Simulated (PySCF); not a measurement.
# ¹⁷O chemical shifts

- coordinates at the GFN2-xTB level
- NMR shieldings at PBE0/pcSseg-1/GIAO
- run in PySCF
- single conformer, in vacuum, one averaged value for each set of equivalent atoms, relativity neglected

Shieldings were converted by a linear fit to measured shifts: ¹⁷O: δ = 266.70 − 0.911σ (rms 10.7 ppm, 155 shifts, 12.2 ppm with the 3 outliers that the fit left out vs liquid water, solution or neat liquid). A few per cent of atoms miss by over 2 rms, more outside the fitted compound classes.

Q: Give the ¹⁷O shifts of `CO[SiH2][C@@H](F)C(F)(F)F`, `O=C1CCC1`.

A: 
```tsv
compound	environment	δ (ppm)
CO[SiH2][C@@H](F)C(F)(F)F	oxygen bonded to C, Si	-42.4
O=C1CCC1	ketone oxygen	583.9
```

Q: Order these by ¹⁷O shift, lowest first.
A. Cl[SiH2][Si@@H]1C=C[SiH2]O1
B. C=Cc1cc(O[SiH3])n[nH]1
C. FC(F)(F)C(F)(F)C1C=COC=C1
D. O=C(F)F
E. C=CC(C)=O

A: A (-26.3 ppm, oxygen bonded to 2 Si, in a 5-membered ring), B (28.1 ppm, oxygen bonded to C, Si), C (120.1 ppm, ether oxygen), D (248.5 ppm, carbonyl oxygen), E (607.4 ppm, ketone oxygen).
